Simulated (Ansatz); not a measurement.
**ZrSiO4: a line through a two-coordinate scan**

An exercise on one series of results from a longer session: the logs are not shown, and one member is left open.

Computed with Ansatz 0.2.0 (DFT PBEsol, scalar-relativistic, plane waves, PAW, unless a step's input says otherwise).

40 further runs of the same task are left out: 40 set aside as unsound or not needed.

### The structure to begin with

The structure is tetragonal, space group I4_1/amd (No. 141). The conventional cell has a = 6.617 Å, b = 6.617 Å, c = 5.977 Å, α = 90.00°, β = 90.00°, γ = 90.00°. Zr (site symmetry -4m2) has 8 O at 2.13 to 2.26 Å as nearest neighbours. Si (site symmetry -4m2) is surrounded by 4 O at 1.63 Å. Around O (site symmetry m) lie 1 Si at 1.63 Å and 2 Zr at 2.13 to 2.26 Å.

As a file:

```
Zr Si O
1.0
    -3.30835    3.30835    2.98873
     3.30835   -3.30835    2.98873
     3.30835    3.30835   -2.98873
Zr Si O
2 2 8
Direct
  0.75000 0.25000 0.50000
  0.00000 0.00000 0.00000
  0.25000 0.75000 0.50000
  0.50000 0.50000 0.00000
  0.13458 0.31897 0.81561
  0.06897 0.75336 0.68439
  0.50336 0.31897 0.18439
  0.06897 0.38458 0.31561
  0.61542 0.93103 0.68439
  0.68103 0.86542 0.18439
  0.24664 0.93103 0.31561
  0.68103 0.49664 0.81561
```

This cell was relaxed beforehand with the same method: volume 10.90 Å³/atom, gap on the mesh 4.72 eV.

### The scan

The energy is mapped over volume and the cell's shape.

The axes are (1) volume per atom: 9 values from 9.596 to 12.213 Å³; (2) c/a of the conventional cell: 9 values from 0.753 to 1.084.

Nothing else is relaxed (fractional coordinates fixed). Energies count from the relaxed crystal. Points are written as (first, second).

The first run:

The input, input.yaml:

```yaml
crystal:
  lattice:
    - [-3.1227122386, 3.1227122386, 2.9522121503]
    - [3.1227122386, -3.1227122386, 2.9522121503]
    - [3.1227122386, 3.1227122386, -2.9522121503]
  atoms:
    - { symbol: Zr, position: [0.75, 0.25, 0.5] }
    - { symbol: Zr, position: [0.0, 0.0, 0.0] }
    - { symbol: Si, position: [0.25, 0.75, 0.5] }
    - { symbol: Si, position: [0.5, 0.5, 0.0] }
    - { symbol: O, position: [0.1345817308, 0.3189709775, 0.8156107533] }
    - { symbol: O, position: [0.0689709775, 0.7533602242, 0.6843892467] }
    - { symbol: O, position: [0.5033602242, 0.3189709775, 0.1843892467] }
    - { symbol: O, position: [0.0689709775, 0.3845817308, 0.3156107533] }
    - { symbol: O, position: [0.6154182692, 0.9310290225, 0.6843892467] }
    - { symbol: O, position: [0.6810290225, 0.8654182692, 0.1843892467] }
    - { symbol: O, position: [0.2466397758, 0.9310290225, 0.3156107533] }
    - { symbol: O, position: [0.6810290225, 0.4966397758, 0.8156107533] }
basis:
  ecutwfc: 520.0
kpoints:
  mp_grid: { grid: [6, 6, 6] }
hamiltonian:
  xc: pbesol
  pseudopotentials: { kind: paw, azcp: { folder: soft_1 } }
scf:
  occupations: { method: gaussian, width: 0.05 }
output:
  forces: true
  stress: true
  eigenvalues: true
```

Command:

```console
ansatz run input.yaml --threads 4 --pin off --max-ram 8192MiB --backend cpu --events-out ev --progress --plain --runs-dir out
```

Steps of the session up to this table: The run at (9.596 Å³, 0.945); Grid point (9.923 Å³, 0.945); Grid point (10.250 Å³, 0.945); Point (10.577 Å³, 0.945); Grid point (10.904 Å³, 0.945); Grid point (11.558 Å³, 0.945); Point (11.885 Å³, 0.945).

One of the session's tables, all rows but one given; the rest of the session is left out.

| volume per atom (Å³) | energy (meV/atom) | slope (meV/atom per Å³) | pressure (GPa) | band gap on the k-mesh (eV) | largest force on an atom (eV/Å) |
| --- | --- | --- | --- | --- | --- |
| 9.596 | 149 | −241 | 39 | 5.29 | 1.00 |
| 9.923 | ? | ? | ? | ? | ? |
| 10.250 | 41 | −98 | 16 | 5.06 | 0.44 |
| 10.577 | 18 | −42 | 7 | 4.91 | 0.22 |
| 10.904 | 13 | 6 | −1 | 4.76 | 0.17 |
| 11.231 | 22 | 48 | −8 | 4.62 | 0.32 |
| 11.558 | 43 | 83 | −13 | 4.48 | 0.48 |
| 11.885 | 75 | 113 | −18 | 4.34 | 0.65 |
| 12.213 | 116 | 138 | −22 | 4.20 | 0.79 |

**Question.** Estimate the row for volume per atom (Å³) = 9.923.

Worked estimate for «energy (meV/atom)». A straight line through the neighbours (9.596, 149) and (10.250, 41) gives 149 + (41 − 149) × (9.923 − 9.596) / (10.250 − 9.596) = 95; a parabola fitted to 3 rows on both sides gives 85.

The run gave: energy (meV/atom): 83; slope (meV/atom per Å³): −164; pressure (GPa): 26; band gap on the k-mesh (eV): 5.18; largest force on an atom (eV/Å): 0.70. In «energy (meV/atom)» the line misses by +12 and the parabola by +2.

Energies count from the relaxed crystal. Rows without a step come from runs not printed here or follow by symmetry. Slopes come from the forces (and the stress, where the cell changes), not from differences of energies.

In words: Along the line the energy is lowest at 10.904 Å³, 13 meV/atom from the zero. A fit to energies and slopes at the lowest point and its two neighbours puts the minimum at 10.8582 Å³, with a curvature of about 140 meV/atom per (Å³)². V·d²E/dV² there is about 240 GPa, a bulk modulus under this line's constraint. The highest point computed, at 9.596 Å³, lies 137 meV/atom above the lowest. This is one cut through a surface in two coordinates; the map's lowest point lies off it. With the other coordinates free, the energies away from the reference would be the same or lower.

Caveats from the session: These are semilocal Kohn-Sham gaps, which aren't the measured quantity. Warnings in the runs' records: pseudo functional mismatch.
